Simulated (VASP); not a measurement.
# InSe: molecular dynamics with a thermostat

InSe, P-6m2 (no. 187), 8 atoms in the cell. PBE, molecular dynamics; PAW potentials In, Se (PBE set).

Ensemble: Nose-Hoover chain; Target temperature (K): 600.

## Input

INCAR:
```
SYSTEM = InSe
GGA      = PE             ! functional
PREC     = Normal         ! precision mode
ENCUT    = 210            ! plane-wave cutoff, eV
EDIFF    = 1E-6           ! SCF threshold, eV
NELMIN   = 4            
NELM     = 60             ! most SCF steps
ALGO     = Normal         ! electronic algorithm
LREAL    = Auto         
LASPH    = .True.         ! aspherical terms in the spheres
ISMEAR   = 0              ! smearing method
SIGMA    = 0.05           ! smearing width, eV
ISYM     = 0            
LWAVE    = .False.        ! write WAVECAR
LCHARG   = .False.        ! write CHGCAR
IBRION   = 0              ! ionic algorithm
NSW      = 60             ! ionic steps
POTIM    = 3.0            ! step
TEBEG    = 600          
ISIF     = 2              ! what is computed and relaxed
RANDOM_SEED= 877967 0 0   
MDALGO   = 4            
NHC_NCHAINS= 3            
NHC_PERIOD= 30           
KPAR     = 2             
```

KPOINTS:
```
k-points
0
Gamma
  3 3 1
```

POSCAR:
```
InSe
1.0
    4.0473293151      0.0000000000      0.0000000000
   -2.0236646576      3.5050900044      0.0000000000
    0.0000000000      0.0000000000     18.0520649100
In Se
4 4
Direct
    0.3333333333      0.6666666667      0.0773904900
    0.3333333333      0.6666666667      0.9226095100
    0.0000000000      0.0000000000      0.4226063200
    0.0000000000      0.0000000000      0.5773936800
    0.3333333333      0.6666666667      0.3529842800
    0.3333333333      0.6666666667      0.6470157200
    0.6666666667      0.3333333333      0.1469999300
    0.6666666667      0.3333333333      0.8530000700
```

Commands:
```
cat potpaw_PBE.64/In/POTCAR potpaw_PBE.64/Se/POTCAR > POTCAR
mpirun -np 2 vasp_std > vasp.out
```

## Result

- Mean temperature (K): 460
- Rise of the mean potential energy above the start (meV/atom): 35.5
- Electronic steps per ionic step after the first: 4.1

Course of the run:

| Time (fs) | Temperature (K) | Potential energy less the first (meV/atom) |
|---|---|---|
| 3 | 601 | 0.0 |
| 18 | 533 | 7.8 |
| 30 | 423 | 20.5 |
| 45 | 331 | 31.9 |
| 57 | 323 | 34.1 |
| 72 | 367 | 31.9 |
| 84 | 425 | 29.1 |
| 99 | 520 | 25.1 |
| 111 | 598 | 23.3 |
| 126 | 627 | 29.8 |
| 138 | 536 | 47.0 |
| 153 | 355 | 73.5 |
| 165 | 340 | 78.6 |
| 180 | 561 | 58.6 |

REPORT:
```
MDALGO =   4
           NHC_NCHAINS =   3
            NHC_PERIOD =    30
            NHC_NRESPA =    1
                NHC_NS =  1
               SCALING =       0
                 CNEXP =     9.000   14.000
           RANDOM_SEED =            877967                0                0

   original number of atomic DOF:         21
   number of independent constraints:      0
   number of active DOF:                  21

========================================
         MD step No.       1
========================================

  Atomic velocities initialized by STEP_tb

  >Nose-Hoover_chains
                       xs       vs(fs^-1)
   nhc_s>   0.26704313E-06   0.35602032E-06
   nhc_s>  -0.13889371E-03  -0.18519804E-03
   nhc_s>  -0.13888889E-03  -0.18515946E-03

  >Energies
                    E_tot             E_pot             E_kin               EPS                ES
   e_b>   -0.27205945E+02   -0.27749884E+02    0.54393880E+00    0.14361869E-04   -0.14072606E-04

  >Temperature
               T_sim     T_inst
   tmprt>    600.000    601.153

           RANDOM_SEED =            877967               48                0

[... steps left out ...]

========================================
         MD step No.      60
========================================

  >Nose-Hoover_chains
                       xs       vs(fs^-1)
   nhc_s>  -0.50524910E+00  -0.30428833E-02
   nhc_s>   0.38624407E+00   0.24369863E-01
   nhc_s>  -0.13840637E+01  -0.44636168E-02

  >Energies
                    E_tot             E_pot             E_kin               EPS                ES
   e_b>   -0.27204992E+02   -0.27281334E+02    0.50727663E+00    0.16925080E+00   -0.60018630E+00

  >Temperature
               T_sim     T_inst
   tmprt>    600.000    560.635

           RANDOM_SEED =            877967               48                0
```

OSZICAR:
```
N       E                     dE             d eps       ncg     rms          rms(c)
DAV:   1     0.120728448894E+03    0.12073E+03   -0.78789E+03   230   0.595E+02
DAV:   2    -0.172452715445E+02   -0.13797E+03   -0.13385E+03   296   0.144E+02
DAV:   3    -0.286887359204E+02   -0.11443E+02   -0.11383E+02   300   0.478E+01
DAV:   4    -0.288697138102E+02   -0.18098E+00   -0.18082E+00   288   0.669E+00
DAV:   5    -0.288733878837E+02   -0.36741E-02   -0.36724E-02   301   0.834E-01    0.973E+00
DAV:   6    -0.278722337950E+02    0.10012E+01   -0.21878E+00   267   0.547E+00    0.616E+00
DAV:   7    -0.277630341943E+02    0.10920E+00   -0.96936E-01   258   0.354E+00    0.138E+00
DAV:   8    -0.277470696795E+02    0.15965E-01   -0.94676E-02   303   0.130E+00    0.656E-01
DAV:   9    -0.277493580103E+02   -0.22883E-02   -0.12101E-02   286   0.535E-01    0.177E-01
DAV:  10    -0.277496101714E+02   -0.25216E-03   -0.53558E-04   286   0.101E-01    0.884E-02
DAV:  11    -0.277498709983E+02   -0.26083E-03   -0.41758E-04   279   0.106E-01    0.293E-02
DAV:  12    -0.277498769510E+02   -0.59526E-05   -0.12394E-05   293   0.150E-02    0.118E-02
[... left out ...]
     58 T=   453. E= -.27200602E+02 F= -.27200916E+02 E0= -.27200916E+02  EK= 0.41358E+00 SP= -.58E+00 SK= 0.17E+00
     59 T=   505. E= -.27200488E+02 F= -.27240217E+02 E0= -.27240217E+02  EK= 0.46159E+00 SP= -.59E+00 SK= 0.17E+00
[... last step whole ...]
       N       E                     dE             d eps       ncg     rms          rms(c)
DAV:   1    -0.272813313197E+02   -0.41114E-01   -0.31892E-03   248   0.102E+00    0.508E-03
DAV:   2    -0.272813335833E+02   -0.22636E-05   -0.48199E-05   279   0.312E-02    0.454E-03
DAV:   3    -0.272813335884E+02   -0.50434E-08   -0.75964E-07   207   0.478E-03    0.266E-03
DAV:   4    -0.272813336102E+02   -0.21855E-07   -0.25063E-07   164   0.263E-03
     60 T=   561. E= -.27200416E+02 F= -.27281334E+02 E0= -.27281334E+02  EK= 0.51185E+00 SP= -.60E+00 SK= 0.17E+00
```

Limits: 180 fs of 8 atoms are too short for converged averages; the cell is only 3.5 Å across, so each atom moves in step with near copies of itself.

VASP 6.6.1 took 259 s on 2 cores (Intel Xeon Platinum 8259CL @ 2.50GHz (Skylake/Cascade Lake)), a shared host.
